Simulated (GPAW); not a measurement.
# ZnSe (Stilleite) (F-43m) in GPAW: a series of runs

The runs below take ZnSe (Stilleite) through single point, with PBE.

Everything below comes from runs of GPAW 26.7.0. Logs are shortened: lines on timing, memory, paths and dates and some standing lists are left out, and cuts for length are marked. The log counts tension as positive stress, the text compression.

**The experiment to reproduce.**

From “Alloy Disordering Effects on the Thermal Conductivity and Energy Gap Temperature Dependence of Cd1−xZnxSe Ternary Crystals Grown by the Bridgman Method”, 2023, pmc:10253836, for a bulk crystal of ZnSe at 300 K: band gap 2.695 ± 0.003 eV (an exciton energy, a little under the gap).

The results are compared with them further down.

## 1. The crystal as given

Symmetry: F-43m, No. 216, cubic system. Conventional cell: a = 5.668 Å, b = 5.668 Å, c = 5.668 Å, α = 90.00°, β = 90.00°, γ = 90.00°. Around Se (site symmetry -43m) lie 4 Zn at 2.45 Å. Zn (site symmetry -43m) is surrounded by 4 Se at 2.45 Å.

## 2. Single point, PBE

File run.py:

```python
from ase.dft.bandgap import bandgap
from ase.io import read, write
from ase.units import Bohr, GPa
from gpaw import GPAW, PW
from gpaw.elf import elf_from_dft_calculation

atoms = read('POSCAR')

calc = GPAW(mode=PW(600),
            xc='PBE',
            kpts={'size': (8, 8, 8), 'gamma': True},
            occupations={'name': 'methfessel-paxton', 'order': 0, 'width': 0.026000000000000002},
            nbands=18,
            convergence={'density': 1e-05, 'energy': 1e-05},
            maxiter=150,
            txt='gpaw.txt')
atoms.calc = calc
energy = atoms.get_potential_energy()
forces = atoms.get_forces()
stress = atoms.get_stress()
calc.write('gs.gpw')
write('result.traj', atoms)
print(f'Energy: {energy:.6f} eV')
print('Forces (eV/A):')
print(forces.round(4))
print('Stress (GPa):', (stress / GPa).round(3))
print('Fermi level:', round(calc.get_fermi_level(), 4), 'eV')
print(f'Gap: {bandgap(calc)[0]:.4f} eV, direct: {bandgap(calc, direct=True)[0]:.4f} eV')

# fields on the real-space grid
write('density.cube', atoms, data=calc.get_pseudo_density() * Bohr**3)
write('potential.cube', atoms, data=calc.get_electrostatic_potential())
write('elf.cube', atoms, data=elf_from_dft_calculation(calc).data)
```

File POSCAR:

```
ZnSe
1.0
    0.0000000000      2.8338000000      2.8338000000
    2.8338000000      0.0000000000      2.8338000000
    2.8338000000      2.8338000000      0.0000000000
Se Zn
1 1
Direct
    0.7500000000      0.7500000000      0.7500000000
    0.0000000000      0.0000000000      0.0000000000
```

Potentials or basis: GPAW PAW data sets (gpaw-data 1.2.1), pw.

The run is started by

```console
$ OMP_NUM_THREADS=1 python run.py
```

gpaw.txt:

```text
__  _  _
 | _ |_)|_||  |
 |__||  | ||/\| - 26.7.0

Input parameters:
  mode=PW(ecut=600.0),
  convergence={'density': 1e-05, 'energy': 1e-05},
  kpts=MonkhorstPack(size=(8, 8, 8), gamma=True),
  maxiter=150,
  nbands=18,
  occupations=Occupations(name='methfessel-paxton', order=0, width=0.026000000000000002),
  xc=XC(name='PBE')

Diagonalizing LCAO Hamiltonian
Converting LCAO to pw mode

                    Se

       Zn

Atoms  # Å, Bohr magnetons
|   | symbol |        x |        y |        z |    initial magnetic moments |
|---|--------|----------|----------|----------|-----------------------------|
| 0 |     Se | 4.250700 | 4.250700 | 4.250700 | ( 0.0000,  0.0000,  0.0000) |
| 1 |     Zn | 0.000000 | 0.000000 | 0.000000 | ( 0.0000,  0.0000,  0.0000) |

Unit cell  # Å
| periodic |        x |        y |        z |  lengths |    angles |
|----------|----------|----------|----------|----------|-----------|
|      yes | 0.000000 | 2.833800 | 2.833800 | 4.007598 | 60.000000 |
|      yes | 2.833800 | 0.000000 | 2.833800 | 4.007598 | 60.000000 |
|      yes | 2.833800 | 2.833800 | 0.000000 | 4.007598 | 60.000000 |

Number of symmetries: 24
Symmetry operations  # r_c * U_cc + t_c -> r_c
|    | kind |            matrix            |
|----|------|------------------------------|
|  0 |  E   |  1, 0, 0,  0, 1, 0,  0, 0, 1 |
|  1 |  σ   |  1, 0, 0,  0, 0, 1,  0, 1, 0 |
|  2 |  σ   |  1, 0,-1,  0, 1,-1,  0, 0,-1 |
|  3 |  C3  |  1, 0,-1,  0, 0,-1,  0, 1,-1 |
|  4 |  C3  |  1,-1, 0,  0,-1, 1,  0,-1, 0 |
|  5 |  σ   |  1,-1, 0,  0,-1, 0,  0,-1, 1 |
|  6 |  σ   |  0, 1, 0,  1, 0, 0,  0, 0, 1 |
|  7 |  C3  |  0, 1, 0,  0, 0, 1,  1, 0, 0 |
|  8 |  C2  |  0, 1,-1,  1, 0,-1,  0, 0,-1 |
|  9 |  S4  |  0, 1,-1,  0, 0,-1,  1, 0,-1 |
| 10 |  C3  |  0, 0, 1,  1, 0, 0,  0, 1, 0 |
| 11 |  σ   |  0, 0, 1,  0, 1, 0,  1, 0, 0 |
| 12 |  S4  |  0, 0,-1,  1, 0,-1,  0, 1,-1 |
| 13 |  C3  |  0, 0,-1,  0, 1,-1,  1, 0,-1 |
| 14 |  S4  |  0,-1, 1,  1,-1, 0,  0,-1, 0 |
| 15 |  C2  |  0,-1, 1,  0,-1, 0,  1,-1, 0 |
| 16 |  C3  |  0,-1, 0,  1,-1, 0,  0,-1, 1 |
| 17 |  S4  |  0,-1, 0,  0,-1, 1,  1,-1, 0 |
| 18 |  S4  | -1, 1, 0, -1, 0, 1, -1, 0, 0 |
| 19 |  C3  | -1, 1, 0, -1, 0, 0, -1, 0, 1 |
| 20 |  C3  | -1, 0, 1, -1, 1, 0, -1, 0, 0 |
| 21 |  S4  | -1, 0, 1, -1, 0, 0, -1, 1, 0 |
| 22 |  σ   | -1, 0, 0, -1, 1, 0, -1, 0, 1 |
| 23 |  C2  | -1, 0, 0, -1, 0, 1, -1, 1, 0 |

BZ-sampling:
  Number of BZ points: 512
  Number of IBZ points: 29

  Monkhorst-Pack size: [8, 8, 8]
  Monkhorst-Pack shift: [0.0625, 0.0625, 0.0625]

K-points  # in reciprocal-cell coordinates
|     |                                coordinates |     weight |
|-----|--------------------------------------------|------------|
|   0 | (  0.00000000,   0.00000000,   0.00000000) | 0.00195312 |
|   1 | (  0.12500000,   0.12500000,   0.00000000) | 0.01171875 |
|   2 | (  0.12500000,   0.12500000,   0.12500000) | 0.01562500 |
|   3 | (  0.25000000,   0.12500000,   0.12500000) | 0.02343750 |
|   4 | (  0.25000000,   0.25000000,   0.00000000) | 0.01171875 |
|   5 | (  0.25000000,   0.25000000,   0.12500000) | 0.04687500 |
|   6 | (  0.25000000,   0.25000000,   0.25000000) | 0.01562500 |
|   7 | (  0.37500000,   0.25000000,  -0.37500000) | 0.04687500 |
|   8 | (  0.37500000,   0.25000000,   0.12500000) | 0.04687500 |
|   9 | (  0.37500000,   0.25000000,   0.25000000) | 0.04687500 |
| ... |                                            |            |
|  28 | (  0.50000000,   0.50000000,   0.50000000) | 0.00781250 |

Plane wave coefficients: 1540
Cutoff: 600.0 eV

Spin-components: 1 (collinear spins)
Bands:           18
Projectors:      11
Spin-degeneracy: 2
Datatype:        complex128

Parallelization:
  kpt:    1
  domain: 1
  band:   1

Density:
  Valence electrons: 18.0
  Components: 1
  Grid points: [24 24 24]
  Charge: 0.0  # |e|

Potential:
  Grid points: [24 24 24]

species:
  Se:
    name:    Selenium
    Z:       34.0
    valence: 6
    core:    28
    charge:  0.0  # [|e|]
    compensation charges:
      type: gauss
      rc: 0.27  # [Å]
      lmax: 2
    cutoffs:
      filter: 1.77  # [Å]
      core: 2.67  # [Å]
    projectors
    | kind |    occ | energy [eV] | rcut [Å] |
    |------|--------|-------------|----------|
    |   4s |  2.000 |     -17.277 |    0.847 |
    |   4p |  4.000 |      -6.512 |    1.005 |
    |    s |        |       9.935 |    0.847 |
    |    p |        |      20.699 |    1.005 |
    |    d |        |       0.000 |    0.847 |

    Using partial waves for Se as LCAO basis

  Zn:
    name:    Zinc
    Z:       30.0
    valence: 12
    core:    18
    charge:  0.0  # [|e|]
    compensation charges:
      type: gauss
      rc: 0.37  # [Å]
      lmax: 2
    cutoffs:
      filter: 2.14  # [Å]
      core: 2.28  # [Å]
    projectors
    | kind |    occ | energy [eV] | rcut [Å] |
    |------|--------|-------------|----------|
    |   4s |  2.000 |      -5.977 |    1.286 |
    |   4p |  0.000 |      -1.117 |    1.270 |
    |   3d | 10.000 |     -10.142 |    1.180 |
    |    s |        |      21.234 |    1.286 |
    |    p |        |      26.095 |    1.270 |
    |    d |        |      17.070 |    1.180 |

    Using partial waves for Zn as LCAO basis

Reference energy: -114964.858784  # eV

eigensolver:
  PPCG
  Converge bands: occupied
  niter=2

density mixing:
  MSR1-Mixer
  Pratt-step length: 0.05
  Maximum mixing coefficient: 0.75
  Old densities: 10
  SVD Regularization: 0.005
  Good broyden scale: 1.0
  Trust region scale: 1.0
  Backstep threshold: 4.0
  History deletion threshold: 6.0
  Fourier metric: weight=20.0, sigma=0.015

occupation numbers:
  Methfessel-Paxton:
    width: 0.0260  # eV
    order: 0

poisson solver:
  ecut: 4800.0  # eV

xc functional:
  name: PBE with 2 nearest neighbor stencil

convergence criteria:
[... 6 lines left out ...]
|iter     | |      energy | eigst |  dens |
|---------|-|-------------|-------|-------|
|iter:   1| |   -6.339548 | -0.25 |       |
|iter:   2| |   -6.282171 | -2.22 | -1.24 |
|iter:   3| |   -6.100369 | -1.65 | -1.28 |
|iter:   4| |   -6.100329 | -2.63 | -1.83 |
|iter:   5| |   -6.101408 | -3.71 | -2.31 |
|iter:   6| |   -6.101380 | -4.25 | -2.93 |
|iter:   7| |   -6.101403c| -5.24 | -3.51 |
|iter:   8| |   -6.101407c| -6.03 | -3.93 |
|iter:   9| |   -6.101407c| -8.14c| -5.04c|

Converged in 9 steps
Energy contributions relative to reference atoms: (reference = -114964.858784)

Energy contributions:
  Kinetic:          13.004586
  Coulomb:         -11.065266
  Zero:             -0.038423
  External:          0.000000
  Xc:               -8.002304
  Entropy:          -0.000000
  Spinorbit:         0.000000
  ----------------------------
  Free energy:      -6.101407
  Extrapolated:     -6.101407

dipole moment: (-7.090447, -7.090447, -7.090447)  # |e|*Ang

Fermi level: 4.353
Eigenvalues  # (at kpt = [0.000, 0.000, 0.000])
| band index |      eig [eV] | occ [0-2] |
|------------|---------------|-----------|
|          0 |        -9.375 |     2.000 |
|          1 |        -2.645 |     2.000 |
|          2 |        -2.645 |     2.000 |
|          3 |        -2.645 |     2.000 |
|          4 |        -2.279 |     2.000 |
|          5 |        -2.279 |     2.000 |
[... 10 lines left out ...]
|         16 |        16.945 |     0.000 |
|         17 |        16.945 |     0.000 |

Gap: 1.298 eV
Transition (v -> c):
  (s=0, k=0, n=8, [0.00, 0.00, 0.00]) -> (s=0, k=0, n=9, [0.00, 0.00, 0.00])
No difference between direct/indirect transitions

Forces  # eV/Ang
|       x |        y |        z |
|---------|----------|----------|
| 0.00000 | -0.00000 | -0.00000 |  # Se   0
| 0.00000 |  0.00000 | -0.00000 |  # Zn   1

Stress tensor  # eV/Ang^3
|         x |         y |         z |
|-----------|-----------|-----------|
| -0.013034 | -0.000000 |  0.000000 |
| -0.000000 | -0.013034 |  0.000000 |
|  0.000000 |  0.000000 | -0.013034 |

# Writing to gs.gpw (mode='')
```

It took 19 s on 1 thread of Intel Xeon Platinum 8259CL at 2.50GHz (Skylake/Cascade Lake), shared host; peak memory 0.16 GiB.

What came out:

```
Free energy            : -6.1014 eV
Pressure               : 2.1 GPa
Band gap on the k mesh : 1.30 eV, direct
```

## 3. Single point, PBE

File run.py:

```python
from ase import Atoms
from ase.dft.bandgap import bandgap
from ase.io import write
from ase.units import GPa
from gpaw import GPAW, PW

atoms = Atoms(['Se', 'Zn'],
              cell=[[0.0, 2.8338, 2.8338],
                    [2.8338, 0.0, 2.8338],
                    [2.8338, 2.8338, 0.0]],
              scaled_positions=[[0.75, 0.75, 0.75],
                                [0.0, 0.0, 0.0]],
              pbc=True)

calc = GPAW(mode=PW(600),
            xc='PBE',
            kpts={'size': (8, 8, 8), 'gamma': True},
            occupations={'name': 'methfessel-paxton', 'order': 0, 'width': 0.027000000000000003},
            nbands=18,
            convergence={'density': 1e-05, 'energy': 1e-05},
            maxiter=150,
            txt='gpaw.txt')
atoms.calc = calc
energy = atoms.get_potential_energy()
forces = atoms.get_forces()
stress = atoms.get_stress()
calc.write('gs.gpw')
write('result.traj', atoms)
print(f'Energy: {energy:.6f} eV')
print('Forces (eV/A):')
print(forces.round(4))
print('Stress (GPa):', (stress / GPa).round(3))
print('Fermi level:', round(calc.get_fermi_level(), 4), 'eV')
print(f'Gap: {bandgap(calc)[0]:.4f} eV, direct: {bandgap(calc, direct=True)[0]:.4f} eV')
```

Potentials or basis: GPAW PAW data sets (gpaw-data 1.2.1), pw.

The run is started by

```console
$ OMP_NUM_THREADS=1 python run.py
```

gpaw.txt:

```text
__  _  _
 | _ |_)|_||  |
 |__||  | ||/\| - 26.7.0

Input parameters:
  mode=PW(ecut=600.0),
  convergence={'density': 1e-05, 'energy': 1e-05},
  kpts=MonkhorstPack(size=(8, 8, 8), gamma=True),
  maxiter=150,
  nbands=18,
  occupations=Occupations(name='methfessel-paxton', order=0, width=0.027000000000000003),
  xc=XC(name='PBE')

Diagonalizing LCAO Hamiltonian
Converting LCAO to pw mode

                    Se

       Zn

Atoms  # Å, Bohr magnetons
|   | symbol |        x |        y |        z |    initial magnetic moments |
|---|--------|----------|----------|----------|-----------------------------|
| 0 |     Se | 4.250700 | 4.250700 | 4.250700 | ( 0.0000,  0.0000,  0.0000) |
| 1 |     Zn | 0.000000 | 0.000000 | 0.000000 | ( 0.0000,  0.0000,  0.0000) |

Unit cell  # Å
| periodic |        x |        y |        z |  lengths |    angles |
|----------|----------|----------|----------|----------|-----------|
|      yes | 0.000000 | 2.833800 | 2.833800 | 4.007598 | 60.000000 |
|      yes | 2.833800 | 0.000000 | 2.833800 | 4.007598 | 60.000000 |
|      yes | 2.833800 | 2.833800 | 0.000000 | 4.007598 | 60.000000 |

Number of symmetries: 24
Symmetry operations  # r_c * U_cc + t_c -> r_c
|    | kind |            matrix            |
|----|------|------------------------------|
|  0 |  E   |  1, 0, 0,  0, 1, 0,  0, 0, 1 |
|  1 |  σ   |  1, 0, 0,  0, 0, 1,  0, 1, 0 |
|  2 |  σ   |  1, 0,-1,  0, 1,-1,  0, 0,-1 |
|  3 |  C3  |  1, 0,-1,  0, 0,-1,  0, 1,-1 |
|  4 |  C3  |  1,-1, 0,  0,-1, 1,  0,-1, 0 |
|  5 |  σ   |  1,-1, 0,  0,-1, 0,  0,-1, 1 |
|  6 |  σ   |  0, 1, 0,  1, 0, 0,  0, 0, 1 |
|  7 |  C3  |  0, 1, 0,  0, 0, 1,  1, 0, 0 |
|  8 |  C2  |  0, 1,-1,  1, 0,-1,  0, 0,-1 |
|  9 |  S4  |  0, 1,-1,  0, 0,-1,  1, 0,-1 |
| 10 |  C3  |  0, 0, 1,  1, 0, 0,  0, 1, 0 |
| 11 |  σ   |  0, 0, 1,  0, 1, 0,  1, 0, 0 |
| 12 |  S4  |  0, 0,-1,  1, 0,-1,  0, 1,-1 |
| 13 |  C3  |  0, 0,-1,  0, 1,-1,  1, 0,-1 |
| 14 |  S4  |  0,-1, 1,  1,-1, 0,  0,-1, 0 |
| 15 |  C2  |  0,-1, 1,  0,-1, 0,  1,-1, 0 |
| 16 |  C3  |  0,-1, 0,  1,-1, 0,  0,-1, 1 |
| 17 |  S4  |  0,-1, 0,  0,-1, 1,  1,-1, 0 |
| 18 |  S4  | -1, 1, 0, -1, 0, 1, -1, 0, 0 |
| 19 |  C3  | -1, 1, 0, -1, 0, 0, -1, 0, 1 |
| 20 |  C3  | -1, 0, 1, -1, 1, 0, -1, 0, 0 |
| 21 |  S4  | -1, 0, 1, -1, 0, 0, -1, 1, 0 |
| 22 |  σ   | -1, 0, 0, -1, 1, 0, -1, 0, 1 |
| 23 |  C2  | -1, 0, 0, -1, 0, 1, -1, 1, 0 |

BZ-sampling:
  Number of BZ points: 512
  Number of IBZ points: 29

  Monkhorst-Pack size: [8, 8, 8]
  Monkhorst-Pack shift: [0.0625, 0.0625, 0.0625]

K-points  # in reciprocal-cell coordinates
|     |                                coordinates |     weight |
[... 64 lines left out ...]
    Z:       30.0
    valence: 12
    core:    18
    charge:  0.0  # [|e|]
    compensation charges:
      type: gauss
      rc: 0.37  # [Å]
      lmax: 2
    cutoffs:
      filter: 2.14  # [Å]
      core: 2.28  # [Å]
    projectors
    | kind |    occ | energy [eV] | rcut [Å] |
    |------|--------|-------------|----------|
    |   4s |  2.000 |      -5.977 |    1.286 |
    |   4p |  0.000 |      -1.117 |    1.270 |
    |   3d | 10.000 |     -10.142 |    1.180 |
    |    s |        |      21.234 |    1.286 |
    |    p |        |      26.095 |    1.270 |
    |    d |        |      17.070 |    1.180 |

    Using partial waves for Zn as LCAO basis

Reference energy: -114964.858784  # eV

eigensolver:
  PPCG
  Converge bands: occupied
  niter=2

density mixing:
  MSR1-Mixer
  Pratt-step length: 0.05
  Maximum mixing coefficient: 0.75
  Old densities: 10
  SVD Regularization: 0.005
  Good broyden scale: 1.0
  Trust region scale: 1.0
  Backstep threshold: 4.0
  History deletion threshold: 6.0
  Fourier metric: weight=20.0, sigma=0.015

occupation numbers:
  Methfessel-Paxton:
    width: 0.0270  # eV
    order: 0

poisson solver:
  ecut: 4800.0  # eV

xc functional:
  name: PBE with 2 nearest neighbor stencil

convergence criteria:
[... 6 lines left out ...]
|iter     | |      energy | eigst |  dens |
|---------|-|-------------|-------|-------|
|iter:   1| |   -6.339548 | -0.25 |       |
|iter:   2| |   -6.282171 | -2.22 | -1.24 |
|iter:   3| |   -6.100369 | -1.65 | -1.28 |
|iter:   4| |   -6.100329 | -2.63 | -1.83 |
|iter:   5| |   -6.101408 | -3.71 | -2.31 |
|iter:   6| |   -6.101380 | -4.25 | -2.93 |
|iter:   7| |   -6.101403c| -5.24 | -3.51 |
|iter:   8| |   -6.101407c| -6.03 | -3.93 |
|iter:   9| |   -6.101407c| -8.14c| -5.04c|

Converged in 9 steps
Energy contributions relative to reference atoms: (reference = -114964.858784)

Energy contributions:
  Kinetic:          13.004586
  Coulomb:         -11.065266
  Zero:             -0.038423
  External:          0.000000
  Xc:               -8.002304
  Entropy:          -0.000000
  Spinorbit:         0.000000
  ----------------------------
  Free energy:      -6.101407
  Extrapolated:     -6.101407

dipole moment: (-7.090447, -7.090447, -7.090447)  # |e|*Ang

Fermi level: 4.353
Eigenvalues  # (at kpt = [0.000, 0.000, 0.000])
| band index |      eig [eV] | occ [0-2] |
|------------|---------------|-----------|
|          0 |        -9.375 |     2.000 |
|          1 |        -2.645 |     2.000 |
|          2 |        -2.645 |     2.000 |
|          3 |        -2.645 |     2.000 |
|          4 |        -2.279 |     2.000 |
|          5 |        -2.279 |     2.000 |
[... 10 lines left out ...]
|         16 |        16.945 |     0.000 |
|         17 |        16.945 |     0.000 |

Gap: 1.298 eV
Transition (v -> c):
  (s=0, k=0, n=8, [0.00, 0.00, 0.00]) -> (s=0, k=0, n=9, [0.00, 0.00, 0.00])
No difference between direct/indirect transitions

Forces  # eV/Ang
|       x |        y |        z |
|---------|----------|----------|
| 0.00000 | -0.00000 |  0.00000 |  # Se   0
| 0.00000 | -0.00000 | -0.00000 |  # Zn   1

Stress tensor  # eV/Ang^3
|         x |         y |         z |
|-----------|-----------|-----------|
| -0.013034 | -0.000000 | -0.000000 |
| -0.000000 | -0.013034 |  0.000000 |
| -0.000000 |  0.000000 | -0.013034 |

# Writing to gs.gpw (mode='')
```

stdout:

```text
Energy: -6.101407 eV
Forces (eV/A):
[[ 0. -0.  0.]
 [ 0. -0. -0.]]
Stress (GPa): [-2.088 -2.088 -2.088  0.    -0.    -0.   ]
Fermi level: 4.3534 eV
Gap: 1.2983 eV, direct: 1.2983 eV
```

It took 18 s on 1 thread of Intel Xeon Platinum 8259CL at 2.50GHz (Skylake/Cascade Lake), shared host; peak memory 0.16 GiB.

Results:

* Free energy: -6.1014 eV
* Pressure: 2.1 GPa
* Band gap on the k mesh: 1.30 eV, direct

Levels at points of the mesh, in eV from the valence-band top:
```
           k point  band 6  band 7  band 8  band 9  band 10  band 11  band 12  band 13
(0.00, 0.00, 0.00)   -6.15    0.00    0.00    0.00     1.30     5.81     5.81     5.81
(0.50, 0.50, 0.00)   -5.97   -4.74   -2.18   -2.18     2.99     3.47    10.73    11.25
(0.50, 0.50, 0.50)   -5.99   -5.22   -0.87   -0.87     2.55     6.39     6.39     8.57
```

## 4. How close it comes

Step 2. A measured gap of ZnSe is 2.695 eV (an exciton energy, a little under the gap; 300 K; “Alloy Disordering Effects on the Thermal Conductivity and Energy Gap Temperature Dependence of Cd1−xZnxSe Ternary Crystals Grown by the Bridgman Method”, 2023, pmc:10253836); the calculated 1.30 eV misses it by -1.40 eV. So large a miss can be the level of theory's own, or it may mean another phase, state or a wrong row. Spin-orbit coupling on Se is left out. The value is that of PBE, without temperature or zero-point motion. Semilocal functionals fall short of measured gaps as a rule.

Step 3. Measured gap of ZnSe: 2.695 eV (an exciton energy, a little under the gap; 300 K; “Alloy Disordering Effects on the Thermal Conductivity and Energy Gap Temperature Dependence of Cd1−xZnxSe Ternary Crystals Grown by the Bridgman Method”, 2023, pmc:10253836). This calculation gives 1.30 eV (-1.40 eV). So large a miss can be the level of theory's own, or it may mean another phase, state or a wrong row. Spin-orbit coupling on Se is left out. The value is that of PBE, without temperature or zero-point motion. Semilocal functionals fall short of measured gaps as a rule.
